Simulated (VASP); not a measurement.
# HfO2 (P4_2/nmc) in VASP: further runs

One crystal, HfO2, is run at these levels: LDA, PBE; tasks: phonons.

Everything below comes from runs of VASP 6.6.1. Logs are shortened: lines on timing, memory, paths and dates and some standing lists are left out, and cuts for length are marked.

## Step 1: The crystal as given

The structure is tetragonal, space group P4_2/nmc (No. 137). Conventional cell: a = 3.570 Å, b = 3.570 Å, c = 5.137 Å, α = 90.00°, β = 90.00°, γ = 90.00°. Around Hf (site symmetry -4m2) lie 4 O at 2.06 Å. Around O (site symmetry 2mm) lie 2 Hf at 2.06 Å.

Measurements of this composition are mostly on another form, of space group No. 14.

## Step 2: Phonons, LDA

POSCAR

```
HfO2
1.0
    3.5696676373      0.0000000000      0.0000000000
    0.0000000000      3.5696676373      0.0000000000
    0.0000000000      0.0000000000      5.1373611917
  Hf              O
     2     4
Direct
     0.5000000000000000    0.5000000000000000    0.5000000000000000
     1.0000000000000000    1.0000000000000000    0.0000000000000000
     1.0000000000000000    0.5000000000000000    0.6982636793610405
     0.5000000000000000    0.0000000000000000    0.8017363206389595
     0.5000000000000000    0.0000000000000000    0.3017363206389595
     0.0000000000000000    0.5000000000000000    0.1982636793610405
```

INCAR.step1

```
PREC = Accurate
ENCUT = 600
EDIFF = 1E-8
ISMEAR = -1
SIGMA = 0.05
LREAL = F
LASPH = T
NELM = 100
ALGO = Normal
ISIF = 3
LWAVE = F
LCHARG = F
GGA = CA
KPAR = 8
IBRION = 2
NSW = 40
EDIFFG = -0.002
```

INCAR.step2

```
PREC = Accurate
ENCUT = 600
EDIFF = 1E-8
ISMEAR = -1
SIGMA = 0.05
LREAL = F
LASPH = T
NELM = 100
ALGO = Normal
ISIF = 2
LWAVE = F
LCHARG = F
GGA = CA
KPAR = 8
IBRION = 8
NSW = 1
LEPSILON = T
```

KPOINTS

```
Automatic mesh
0
Gamma
  6 6 4
```

Potentials or basis: VASP PAW LDA potentials, release 64 (Hf_pv, O).

On the command line:

```bash
cat potpaw_LDA.64/Hf_pv/POTCAR potpaw_LDA.64/O/POTCAR > POTCAR
cp INCAR.step1 INCAR
mpirun -np 8 vasp_std > vasp.out
cp CONTCAR POSCAR
cp INCAR.step2 INCAR
mpirun -np 8 vasp_std > vasp.out
```

OUTCAR:

```text
PREC = Accurate
   ENCUT = 600
   EDIFF = 1E-8
   ISMEAR = -1
   LREAL = F
   LASPH = T
   NELM = 100
   ISIF = 2
   GGA = CA
   IBRION = 8
   NSW = 1
   LEPSILON = T

 ion  position               nearest neighbor table
   1  0.500  0.500  0.500-   3 2.05   5 2.05   5 2.05   3 2.05   4 2.31   4 2.31   6 2.31   6 2.31
                             2 3.55   2 3.55   2 3.55   2 3.55   2 3.55   2 3.55   2 3.55   2 3.55
   2  0.000  0.000  0.000-   4 2.05   6 2.05   6 2.05   4 2.05   3 2.31   5 2.31   3 2.31   5 2.31
                             1 3.55   1 3.55   1 3.55   1 3.55   1 3.55   1 3.55   1 3.55   1 3.55
   3  0.000  0.500  0.706-   1 2.05   1 2.05   2 2.31   2 2.31
   4  0.500  0.000  0.794-   2 2.05   2 2.05   1 2.31   1 2.31
   5  0.500  0.000  0.294-   1 2.05   1 2.05   2 2.31   2 2.31
   6  0.000  0.500  0.206-   2 2.05   2 2.05   1 2.31   1 2.31

  LATTYP: Found a simple tetragonal cell.
 ALAT       =     3.5235580720
 C/A-ratio  =     1.4390894089

  Lattice vectors:

 A1 = (   3.5235580720,   0.0000000000,   0.0000000000)
 A2 = (   0.0000000000,   3.5235580720,   0.0000000000)
 A3 = (   0.0000000000,   0.0000000000,   5.0707151030)

Analysis of symmetry for initial positions (statically):
=====================================================================
 Subroutine PRICEL returns:
 Original cell was already a primitive cell.

 Routine SETGRP: Setting up the symmetry group for a
 simple tetragonal supercell.

 Subroutine GETGRP returns: Found 16 space group operations
 (whereof  8 operations were pure point group operations)
 out of a pool of 16 trial point group operations.

The static configuration has the point symmetry D_2d.
 The point group associated with its full space group is D_4h.

Analysis of symmetry for dynamics (positions and initial velocities):
=====================================================================
 Subroutine PRICEL returns:
 Original cell was already a primitive cell.

 Routine SETGRP: Setting up the symmetry group for a
 simple tetragonal supercell.

 Subroutine GETGRP returns: Found 16 space group operations
 (whereof  8 operations were pure point group operations)
 out of a pool of 16 trial point group operations.

The dynamic configuration has the point symmetry D_2d.
 The point group associated with its full space group is D_4h.

 Subroutine INISYM returns: Found 16 space group operations
 (whereof  8 operations are pure point group operations),
 and found     1 'primitive' translations

----------------------------------------------------------------------------------------

                                     Primitive cell

  volume of cell :      62.9553

[... 953 lines left out ...]
  z     0.00000     0.00000     0.00000     0.00000     0.00000     0.00000

 PIEZOELECTRIC TENSOR (including local field effects)  for field in x, y, z        (C/m^2)
          XX          YY          ZZ          XY          YZ          ZX
  --------------------------------------------------------------------------------
  x     0.00000     0.00000     0.00000     0.00000     0.00000     0.00000
  y    -0.00000     0.00000    -0.00000     0.00000     0.00000     0.00000
  z     0.00000     0.00000     0.00000     0.00000     0.00000     0.00000

 BORN EFFECTIVE CHARGES (including local field effects) (in |e|, cummulative output)
 ---------------------------------------------------------------------------------
 ion    1
    1     5.53148     0.00000    -0.00000
    2     0.00000     5.53148     0.00000
    3     0.00000     0.00000     4.94944
 ion    2
    1     5.53148     0.00000    -0.00000
    2     0.00000     5.53148     0.00000
    3     0.00000     0.00000     4.94944
 ion    3
    1    -3.35351     0.00000    -0.00000
    2     0.00000    -2.17797     0.00000
    3     0.00000     0.00000    -2.47472
 ion    4
    1    -3.35351     0.00000     0.00000
    2     0.00000    -2.17797     0.00000
    3     0.00000     0.00000    -2.47472
 ion    5
    1    -2.17797     0.00000     0.00000
    2     0.00000    -3.35351     0.00000
    3     0.00000     0.00000    -2.47472
 ion    6
    1    -2.17797     0.00000     0.00000
    2     0.00000    -3.35351     0.00000
    3     0.00000     0.00000    -2.47472

 INTERNAL STRAIN TENSOR FOR ION    6 for displacements in x,y,z  (eV/Angst):
          X           Y           Z          XY          YZ          ZX
  --------------------------------------------------------------------------------
  x     0.00000     0.00000     0.00000     0.00000     0.00000     4.77303
  y     0.00000     0.00000     0.00000     0.00000   -11.51225     0.00000
  z     5.74540   -12.43633    -8.09533     0.00000     0.00000     0.00000

 SECOND DERIVATIVES (NOT SYMMETRIZED)
 ------------------------------------
               1X          1Y          1Z          2X          2Y          2Z          3X          3Y          3Z          4X          4Y          4Z          5X          5Y          5Z          6X          6Y          6Z
  1X   -10.783385    0.000000    0.000000    0.581912    0.000000    0.000000    9.739928    0.000000    0.000000    0.909019    0.000000    0.000000    1.315642    0.000000    0.000000   -1.763116    0.000000    0.000000
  1Y     0.000000  -10.783385    0.000000    0.000000    0.581912    0.000000    0.000000    1.315642    0.000000    0.000000   -1.763116    0.000000    0.000000    9.739928    0.000000    0.000000    0.909019    0.000000
  1Z     0.000000    0.000000  -26.777197    0.000000    0.000000   16.103497    0.000000    0.000000    6.340207    0.000000    0.000000   -1.003358    0.000000    0.000000    6.340207    0.000000    0.000000   -1.003358
  2X     0.581912    0.000000    0.000000  -10.783385    0.000000    0.000000    0.909019    0.000000    0.000000    9.739928    0.000000    0.000000   -1.763116    0.000000    0.000000    1.315642    0.000000    0.000000
  2Y     0.000000    0.581912    0.000000    0.000000  -10.783385    0.000000    0.000000   -1.763116    0.000000    0.000000    1.315642    0.000000    0.000000    0.909019    0.000000    0.000000    9.739928    0.000000
  2Z     0.000000    0.000000   16.103497    0.000000    0.000000  -26.777197    0.000000    0.000000   -1.003358    0.000000    0.000000    6.340207    0.000000    0.000000   -1.003358    0.000000    0.000000    6.340207
  3X     9.747389    0.000000    0.000000    0.915529    0.000000    0.000000  -19.720224    0.000000    0.000000    7.676423    0.000000    0.000000    0.337047    0.000000    0.000000    1.043837    0.000000    0.000000
  3Y     0.000000    1.324250    0.000000    0.000000   -1.764225    0.000000    0.000000   -7.111438    0.000000    0.000000    6.164425    0.000000    0.000000    0.339090    0.000000    0.000000    1.047899    0.000000
  3Z     0.000000    0.000000    6.332722    0.000000    0.000000   -0.991944    0.000000    0.000000  -14.879736    0.000000    0.000000   -1.528559    0.000000    0.000000    1.296523    0.000000    0.000000    9.770994
  4X     0.915529    0.000000    0.000000    9.747389    0.000000    0.000000    7.676423    0.000000    0.000000  -19.720224    0.000000    0.000000    1.043837    0.000000    0.000000    0.337047    0.000000    0.000000
  4Y     0.000000   -1.764225    0.000000    0.000000    1.324250    0.000000    0.000000    6.164425    0.000000    0.000000   -7.111438    0.000000    0.000000    1.047899    0.000000    0.000000    0.339090    0.000000
  4Z     0.000000    0.000000   -0.991944    0.000000    0.000000    6.332722    0.000000    0.000000   -1.528559    0.000000    0.000000  -14.879736    0.000000    0.000000    9.770994    0.000000    0.000000    1.296523
  5X     1.324250    0.000000    0.000000   -1.764225    0.000000    0.000000    0.339090    0.000000    0.000000    1.047899    0.000000    0.000000   -7.111438    0.000000    0.000000    6.164425    0.000000    0.000000
  5Y     0.000000    9.747389    0.000000    0.000000    0.915529    0.000000    0.000000    0.337047    0.000000    0.000000    1.043837    0.000000    0.000000  -19.720224    0.000000    0.000000    7.676423    0.000000
  5Z     0.000000    0.000000    6.332722    0.000000    0.000000   -0.991944    0.000000    0.000000    1.296523    0.000000    0.000000    9.770994    0.000000    0.000000  -14.879736    0.000000    0.000000   -1.528559
  6X    -1.764225    0.000000    0.000000    1.324250    0.000000    0.000000    1.047899    0.000000    0.000000    0.339090    0.000000    0.000000    6.164425    0.000000    0.000000   -7.111438    0.000000    0.000000
  6Y     0.000000    0.915529    0.000000    0.000000    9.747389    0.000000    0.000000    1.043837    0.000000    0.000000    0.337047    0.000000    0.000000    7.676423    0.000000    0.000000  -19.720224    0.000000
  6Z     0.000000    0.000000   -0.991944    0.000000    0.000000    6.332722    0.000000    0.000000    9.770994    0.000000    0.000000    1.296523    0.000000    0.000000   -1.528559    0.000000    0.000000  -14.879736

 Eigenvectors and eigenvalues of the dynamical matrix
 ----------------------------------------------------

   1 f  =   20.570952 THz   129.251100 2PiTHz  686.173083 cm-1    85.074581 meV
             X         Y         Z           dx          dy          dz
      1.761779  1.761779  2.535358     0.000465   -0.070954    0.000000
      0.000000  0.000000  0.000000    -0.000465    0.070954    0.000000
      0.000000  1.761779  3.580605    -0.004605    0.039002    0.000000
      1.761779  0.000000  4.025468     0.004605   -0.039002    0.000000
      1.761779  0.000000  1.490110    -0.000256    0.702441   -0.000000
      0.000000  1.761779  1.045247     0.000256   -0.702441   -0.000000
[... 145 lines left out ...]
  18 f/i=    0.008897 THz     0.055900 2PiTHz    0.296765 cm-1     0.036794 meV
             X         Y         Z           dx          dy          dz
      1.761779  1.761779  2.535358    -0.584025    0.289108    0.000000
      0.000000  0.000000  0.000000    -0.584025    0.289108    0.000000
      0.000000  1.761779  3.580605    -0.174615    0.085762    0.000000
      1.761779  0.000000  4.025468    -0.174615    0.085762    0.000000
      1.761779  0.000000  1.490110    -0.173247    0.086439    0.000000
      0.000000  1.761779  1.045247    -0.173247    0.086439    0.000000

--------------------------------------------------------------------------------------------------------

 MACROSCOPIC STATIC DIELECTRIC TENSOR IONIC CONTRIBUTION
 ------------------------------------------------------
          53.673040     0.000000     0.000000
           0.000000    53.673040     0.000000
           0.000000     0.000000    13.190272
 ------------------------------------------------------

 ELASTIC MODULI CONTR FROM IONIC RELAXATION (kBar)
 Direction    XX          YY          ZZ          XY          YZ          ZX
 --------------------------------------------------------------------------------
 XX        -799.0923    331.8365   -565.3312      0.0000      0.0000      0.0000
 YY         331.8365   -799.0923   -565.3312      0.0000      0.0000      0.0000
 ZZ        -565.3312   -565.3312  -1367.9845      0.0000      0.0000      0.0000
 XY           0.0000      0.0000      0.0000      0.0000      0.0000      0.0000
 YZ           0.0000      0.0000      0.0000      0.0000   -671.8430     -0.0000
 ZX           0.0000      0.0000      0.0000      0.0000     -0.0000   -686.6589
 --------------------------------------------------------------------------------

 PIEZOELECTRIC TENSOR IONIC CONTR  for field in x, y, z        (C/m^2)
          XX          YY          ZZ          XY          YZ          ZX
  --------------------------------------------------------------------------------
  x     0.00000     0.00000     0.00000     0.00000    -0.00000    -0.00000
  y     0.00000     0.00000     0.00000     0.00000     0.00000    -0.00000
  z     0.00000     0.00000     0.00000     0.00000    -0.00000    -0.00000
```

It took 5.6 min on 8 MPI ranks of AMD EPYC 7R13 (Zen 3), shared host; peak memory 0.55 GiB.

Results:

| Property | Result |
| --- | --- |
| Relaxed volume | 10.49 Å³/atom |
| Relaxed cell | a = 3.524 Å, b = 3.524 Å, c = 5.071 Å, α = 90.00°, β = 90.00°, γ = 90.00° |
| Space group after relaxing (to 0.05 Å) | P4_2/nmc (No. 137) |
| Electronic dielectric tensor (diagonal) | 5.32, 5.32, 4.89 |
| Born charges (mean of the diagonal) | Hf +5.34; O -2.67 e |
| Highest phonon frequency at Γ, LO-TO splitting left out | 686 cm⁻¹ |

Step by step:
```csv
step,energy change (eV),largest force (eV/Å),pressure (GPa),volume (Å³)
1,0.0000,0.0036,-8.19,65.46
2,0.0990,0.4749,16.04,60.32
3,-0.0542,0.1660,-0.09,63.49
4,-0.0542,0.1694,0.08,63.45
5,-0.0585,0.1265,0.01,63.38
6,-0.0621,0.0418,-0.13,63.24
7,-0.0650,0.0290,-0.12,63.14
8,-0.0668,0.0122,-0.08,63.02
9,-0.0668,0.0100,-0.08,63.00
10,-0.0668,0.0072,0.08,62.95
11,-0.0668,0.0063,0.13,62.94
12,-0.0669,0.0024,-0.05,62.96
13,-0.0669,0.0005,0.01,62.96
```

Final structure:
```cif
data_structure
_symmetry_space_group_name_H-M 'P 1'
_symmetry_Int_Tables_number 1
_cell_length_a 3.5236
_cell_length_b 3.5236
_cell_length_c 5.0707
_cell_angle_alpha 90.000
_cell_angle_beta 90.000
_cell_angle_gamma 90.000
_cell_volume 62.96
loop_
_atom_site_label
_atom_site_type_symbol
_atom_site_fract_x
_atom_site_fract_y
_atom_site_fract_z
_atom_site_occupancy
Hf1 Hf 0.50000 0.50000 0.50000 1
Hf2 Hf 0.00000 0.00000 0.00000 1
O1 O 0.00000 0.50000 0.70613 1
O2 O 0.50000 0.00000 0.79387 1
O3 O 0.50000 0.00000 0.29387 1
O4 O 0.00000 0.50000 0.20613 1
```

Phonon frequencies in cm⁻¹ (negative: imaginary):
| q point | frequencies |
| --- | --- |
| (0.000, 0.000, 0.000) | 0 0 0 109 109 121 121 238 288 327 471 471 475 475 616 683 686 686 |

Electronic dielectric tensor:
```
5.32 0.00 0.00
0.00 5.32 0.00
0.00 0.00 4.89
```

Born effective charge tensors (e):
atom 1, Hf
```
5.53 0.00 0.00
0.00 5.53 0.00
0.00 0.00 4.95
```
atom 2, Hf
```
5.53 0.00 0.00
0.00 5.53 0.00
0.00 0.00 4.95
```
atom 3, O
```
-3.35  0.00  0.00
 0.00 -2.18  0.00
 0.00  0.00 -2.47
```
atom 4, O
```
-3.35  0.00  0.00
 0.00 -2.18  0.00
 0.00  0.00 -2.47
```
atom 5, O
```
-2.18  0.00  0.00
 0.00 -3.35  0.00
 0.00  0.00 -2.47
```
atom 6, O
```
-2.18  0.00  0.00
 0.00 -3.35  0.00
 0.00  0.00 -2.47
```

Spin-orbit coupling is left out, which matters for the levels of Hf.

## Step 3: Phonons, PBE

This run uses another cell than the first one, of 11.21 Å³/atom, 1.027 times its volume.

POSCAR

```
HfO2
1.0
    3.5872728398      0.0000000000     -0.0000000000
    0.0000000000      3.5872728398      0.0000000000
    0.0000000000      0.0000000000      5.2258170173
  Hf              O
     2     4
Direct
     0.5000000000000000    0.5000000000000000    0.5000000000000000
     0.0000000000000000    0.0000000000000000    0.0000000000000000
     0.0000000000000000    0.5000000000000000    0.6950972542106203
     0.5000000000000000    0.0000000000000000    0.8049027457893797
     0.5000000000000000    0.0000000000000000    0.3049027457893796
     0.0000000000000000    0.5000000000000000    0.1950972542106202
```

INCAR.step1

```
SYSTEM = HfO2
ALGO = Fast
EDIFF = 1E-8
EDIFFG = -0.002
ENCUT = 600
GGA = PE
IBRION = 2
ISIF = 3
ISMEAR = -1
KPAR = 8
LASPH = .TRUE.
LCHARG = .FALSE.
LREAL = .FALSE.
LWAVE = .FALSE.
NELM = 100
NSW = 40
PREC = Accurate
SIGMA = 0.05
```

INCAR.step2

```
SYSTEM = HfO2
ALGO = Fast
EDIFF = 1E-8
ENCUT = 600
GGA = PE
IBRION = 8
ISIF = 2
ISMEAR = -1
KPAR = 8
LASPH = .TRUE.
LCHARG = .FALSE.
LEPSILON = .TRUE.
LREAL = .FALSE.
LWAVE = .FALSE.
NELM = 100
NSW = 1
PREC = Accurate
SIGMA = 0.05
```

KPOINTS

```
k-points
0
G
  6 6 4
  0 0 0
```

Potentials or basis: VASP PAW PBE potentials, release 64 (Hf_pv, O).

On the command line:

```bash
cat potpaw_PBE.64/Hf_pv/POTCAR potpaw_PBE.64/O/POTCAR > POTCAR
cp INCAR.step1 INCAR
mpirun -np 8 vasp_std > vasp.out
cp CONTCAR POSCAR
cp INCAR.step2 INCAR
mpirun -np 8 vasp_std > vasp.out
```

OUTCAR:

```text
SYSTEM = HfO2
   EDIFF = 1E-8
   ENCUT = 600
   GGA = PE
   IBRION = 8
   ISIF = 2
   ISMEAR = -1
   LASPH = .TRUE.
   LEPSILON = .TRUE.
   LREAL = .FALSE.
   NELM = 100
   NSW = 1
   PREC = Accurate

 ion  position               nearest neighbor table
[... 1236 lines left out ...]
             X         Y         Z           dx          dy          dz
      1.793844  1.793844  2.612651    -0.027654    0.653094   -0.000000
      0.000000  0.000000  0.000000    -0.027654    0.653094   -0.000000
      0.000000  1.793844  3.632119    -0.008239    0.186316   -0.000000
      1.793844  0.000000  4.205833    -0.008239    0.186316   -0.000000
      1.793844  0.000000  1.593183    -0.007889    0.194577   -0.000000
      0.000000  1.793844  1.019468    -0.007889    0.194577   -0.000000

--------------------------------------------------------------------------------------------------------

 MACROSCOPIC STATIC DIELECTRIC TENSOR IONIC CONTRIBUTION
 ------------------------------------------------------
         265.110233    -0.000000     0.000000
          -0.000000   265.110233     0.000000
           0.000000     0.000000    12.681057
 ------------------------------------------------------

 ELASTIC MODULI CONTR FROM IONIC RELAXATION (kBar)
 Direction    XX          YY          ZZ          XY          YZ          ZX
 --------------------------------------------------------------------------------
 XX        -833.6228    316.2369   -609.4198      0.0000      0.0000      0.0000
 YY         316.2369   -833.6228   -609.4198      0.0000      0.0000     -0.0000
 ZZ        -609.4198   -609.4198  -1435.6497      0.0000      0.0000     -0.0000
 XY           0.0000      0.0000      0.0000      0.0000      0.0000      0.0000
 YZ           0.0000      0.0000      0.0000      0.0000   -743.1378     -0.0000
 ZX           0.0000     -0.0000     -0.0000      0.0000     -0.0000   -769.7808
 --------------------------------------------------------------------------------

 PIEZOELECTRIC TENSOR IONIC CONTR  for field in x, y, z        (C/m^2)
          XX          YY          ZZ          XY          YZ          ZX
  --------------------------------------------------------------------------------
  x     0.00000     0.00000     0.00000     0.00000     0.00000     0.00000
  y     0.00000    -0.00000     0.00000     0.00000     0.00000     0.00000
  z     0.00000    -0.00000    -0.00000     0.00000     0.00000     0.00000
```

Run time: 6.3 min. Hardware: 8 MPI ranks of Intel Xeon Platinum 8559C (Emerald Rapids), shared host; peak memory 0.63 GiB.

What came out:

* Electronic dielectric tensor (diagonal): 5.20, 5.20, 4.67
* Born charges (mean of the diagonal): Hf +5.26; O -2.63 e
* Highest phonon frequency at Γ, LO-TO splitting left out: 659 cm⁻¹

Phonon frequencies in cm⁻¹ (negative: imaginary):
| q point | frequencies |
| --- | --- |
| (0.000, 0.000, 0.000) | -1 -1 0 47 47 96 96 213 310 310 429 429 457 457 584 639 659 659 |

Electronic dielectric tensor:
```
5.20 0.00 0.00
0.00 5.20 0.00
0.00 0.00 4.67
```

Born effective charge tensors (e):
atom 1, Hf
```
5.51 0.00 0.00
0.00 5.51 0.00
0.00 0.00 4.75
```
atom 2, Hf
```
5.51 0.00 0.00
0.00 5.51 0.00
0.00 0.00 4.75
```
atom 3, O
```
-3.47  0.00  0.00
 0.00 -2.05  0.00
 0.00  0.00 -2.37
```
atom 4, O
```
-3.47  0.00  0.00
 0.00 -2.05  0.00
 0.00  0.00 -2.37
```
atom 5, O
```
-2.05  0.00  0.00
 0.00 -3.47  0.00
 0.00  0.00 -2.37
```
atom 6, O
```
-2.05  0.00  0.00
 0.00 -3.47  0.00
 0.00  0.00 -2.37
```

[end of part 1 of 3]
